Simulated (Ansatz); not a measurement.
Two Ansatz runs on SnSe

The cell is COD entry 9008725, as deposited and not checked against the literature; nothing was relaxed.

First run: DFT, PBE, all-electron LAPW, scalar-relativistic (Ansatz 0.2.0).

Command: `ansatz run input.yaml --threads 1 --pin off --max-ram 2048MiB --backend cpu --events-out ev --progress --plain --runs-dir out` The run took 13 s on 1 thread of Arm Neoverse V1, with other jobs on the host, peak memory 0.34 GiB.

```yaml
crystal:
  lattice:
    - [0.0, 3.01, 3.01]
    - [3.01, 0.0, 3.01]
    - [3.01, 3.01, 0.0]
  atoms:
    - { symbol: Sn, position: [0.0, 0.0, 0.0] }
    - { symbol: Se, position: [0.5, 0.5, 0.5] }
kpoints:
  mp_grid: { grid: [9, 9, 9] }
scf:
  occupations: { method: fermi_dirac, width: 0.28 }
hamiltonian:
  xc: pbe
  pseudopotentials: { kind: all_electron, lapw: { basis_error: 0.00025 } }
output:
  forces: true
  stress: true
  eigenvalues: true
```

Result: converged; pressure 0.91 GPa; gap on the k mesh 0.64 eV (the mesh can miss the band edges); 7 SCF iterations.

No spin–orbit coupling, which matters for the heavy atoms here.

The input is then changed:

```diff
@@ -11,4 +11,6 @@
 scf:
   occupations: { method: fermi_dirac, width: 0.28 }
+  convergence: { dr2_threshold: 1.0e-05 }
+  lower_state_search: standard
 hamiltonian:
   xc: pbe
```

Question: What does the second run give?

Answer: It converged; energy at zero smearing 0.0 meV/atom from the first run; pressure 0.92 GPa; gap on the k mesh 0.63 eV (the mesh can miss the band edges); 6 SCF iterations. Some of these settings are too coarse for converged properties.

The results part of its log:

```
SCF 1 converged in 6 iterations: F = -234216.001176 eV  dr2 = 1.00e-7
SCF converged after 6 iterations
Free energy (F): -234216.001176 eV
Harris-Foulkes:  -234216.001178 eV  (|F-HF|=1.42e-6)
Internal energy: -234215.889415 eV  (E = F + TS)
E sigma→0 (E₀):  -234215.945295 eV
Entropy (-TS):   -0.111761 eV (-55.881 meV/atom)
Fermi energy:    11.022754 eV
--- Per-component energies (eV) ---
  E_band       = -2324.623096
  E_kinetic    = 244477.602052
  E_xc         = -6892.798370
  E_electrostatic = -471800.693097  (all electrons and nuclei)
  E_smearing   = -0.111761  (= −TS)
  E_closure    = 0.000000  (closes the sum)
  E_atoms      = -234207.782353  (free atoms, spherical and without spin; not in F)
  Σ components = -234216.001176   (vs F -234216.001176, Δ=0.00e0)
  Basis errors (estimates in eV, not in F): energy 9.8e-5 per atom: plane waves 8.8e-5 (4.8e-5 summed), levels above the bands 1.1e-15, relativity 1.7e-8, radial functions 9.9e-6, core shells 1.0e-9; eigenvalues (radial functions only) 1.3e-6; not estimated: angular momenta, meshes, grids; target (lapw.basis_error) 2.5e-4; muffin-tin radii Se 1.441 Å, Sn 1.569 Å
--- Forces (eV/Å), atoms counted from 1 ---
  atom   1  Sn     0.00000000     0.00000000    -0.00000000
  atom   2  Se     0.00000000    -0.00000000    -0.00000000
  max |Σ_I F_I| component: 8.71e-31 eV/Å
--- Stress (GPa, compression-positive) ---
        0.915157       0.000000      -0.000000
        0.000000       0.915157       0.000000
       -0.000000       0.000000       0.915157
  P = ⅓ Tr σ = 0.9152 GPa (9.152 kbar)
--- Band table (eV; the first three rows and the last of 35) ---
  k-point 0: bands = ["-197.2223", "-136.6889", "-136.6889", "-136.6889", "-118.7945", "-74.5811", "-74.5811", "-74.5811", "-36.9013", "-36.9013", "-36.8998", "-36.8998", "-36.8998", "-10.8043", "-10.8043", "-10.8043", "-10.8021", "-10.8021", "-3.0797", "5.7326", "8.6010", "8.6010", "8.6010", "15.1211", "15.1211", "15.1211", "16.6707", "16.6707", "16.6707", "18.9654"]
  k-point 1: bands = ["-197.2223", "-136.6889", "-136.6889", "-136.6889", "-118.7945", "-74.5811", "-74.5811", "-74.5811", "-36.9012", "-36.9012", "-36.8998", "-36.8998", "-36.8998", "-10.8040", "-10.8039", "-10.8039", "-10.8019", "-10.8019", "-2.9934", "5.2583", "8.6162", "8.6162", "8.9801", "14.3933", "14.5166", "14.5166", "16.6547", "16.9682", "16.9682", "19.7989"]
  k-point 2: bands = ["-197.2223", "-136.6889", "-136.6889", "-136.6889", "-118.7945", "-74.5811", "-74.5811", "-74.5811", "-36.9012", "-36.9012", "-36.8998", "-36.8998", "-36.8998", "-10.8059", "-10.8059", "-10.8033", "-10.7985", "-10.7985", "-2.7549", "4.3158", "8.6675", "8.6675", "9.6532", "13.2245", "13.4869", "13.4869", "16.8296", "17.7399", "17.7399", "21.6145"]
  k-point 34: bands = ["-197.2223", "-136.6889", "-136.6889", "-136.6889", "-118.7945", "-74.5811", "-74.5811", "-74.5811", "-36.9013", "-36.9012", "-36.8998", "-36.8997", "-36.8997", "-10.8211", "-10.8015", "-10.8010", "-10.7964", "-10.7874", "-1.8747", "3.7987", "6.2192", "6.2893", "9.8540", "12.3845", "15.3093", "15.6060", "17.5749", "18.4497", "22.2110", "22.9830"]
```
